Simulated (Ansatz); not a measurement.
SnS (started from an entry of an open crystallographic database), relaxed with r2SCAN+rVV10: 3 runs in the PAW code Ansatz, each a calculation of independent-particle optics. Space group Pnma (No. 62), orthorhombic; a = 11.218 Å, b = 3.962 Å, c = 4.433 Å in the conventional setting, 24.63 Å³ an atom. Sn is surrounded by 3 S at 2.63–2.64 Å; S is surrounded by 3 Sn at 2.63–2.64 Å. The values are computed, spin-unpolarised.

```
Sn S
1.0
    11.21849    0.00000    0.00000
     0.00000    3.96175    0.00000
     0.00000    0.00000    4.43348
Sn S
4 4
Direct
  0.11918 0.25000 0.12581
  0.38082 0.75000 0.62581
  0.61918 0.25000 0.37419
  0.88082 0.75000 0.87419
  0.84950 0.25000 0.48710
  0.65050 0.75000 0.98710
  0.34950 0.25000 0.01290
  0.15050 0.75000 0.51290
```

On meshes this coarse, single peaks can be features of the mesh. No local fields, no excitons; the zone sum runs over the cells of the mesh, and ε∞ includes the bands left out of the spectrum. Up to four peaks are listed, those above 15 % of the tallest and inside the complete range; the four can differ from row to row.

```json
{"functional": "PBE", "k mesh": "2×6×4", "broadening (eV)": "0.1", "scissors (eV)": "0.00", "range (eV)": "0–12", "direct gap on the mesh before scissors (eV)": "1.10", "ε∞ xx": "14.77", "ε∞ yy": "15.71", "ε∞ zz": "14.03", "complete up to (eV)": "12.0", "tallest peaks of mean ε₂ (eV)": "2.10 2.50 3.80"}
{"functional": "r2SCAN", "k mesh": "2×6×4", "broadening (eV)": "0.1", "scissors (eV)": "0.00", "range (eV)": "0–12", "direct gap on the mesh before scissors (eV)": "1.39", "ε∞ xx": "12.56", "ε∞ yy": "13.41", "ε∞ zz": "11.89", "complete up to (eV)": "12.0", "tallest peaks of mean ε₂ (eV)": "2.80 4.20 8.25 9.30"}
{"functional": "PBE", "k mesh": "2×6×4", "broadening (eV)": "0.1", "scissors (eV)": "0.47 (to HSE06)", "range (eV)": "0–12", "direct gap on the mesh before scissors (eV)": "1.10", "ε∞ xx": "12.96", "ε∞ yy": "13.72", "ε∞ zz": "12.35", "complete up to (eV)": "12.0", "tallest peaks of mean ε₂ (eV)": "2.60 3.00 4.25"}
```

The fundamental gap is indirect (0.88 eV with PBE on 2×6×4); the table holds the direct one.

Measured values to set these runs against:
- band gap: about 1.39 eV (fundamental direct gap E0 on the Gamma-X line (zigzag direction), approximate; 27 K; spectroscopic ellipsometry; direct critical-point energy; the fundamental gap is indirect and lower; “Anisotropic Behavior of Excitons in Single Crystal alpha-SnS”, 2020, arxiv:2007.03449)
- band gap: about 1.3 eV (optical gap for polarisation along zigzag (a) direction, approximate; 300 K; spectroscopic ellipsometry; room-temperature absorption onset read from the pseudodielectric function, not a fitted critical point; “Anisotropic Behavior of Excitons in Single Crystal alpha-SnS”, 2020, arxiv:2007.03449)
Semilocal gaps without a shift tend to lie below measured ones.

No spin-orbit coupling is included; it can move band edges with weight on the heavy atoms by tenths of an eV.
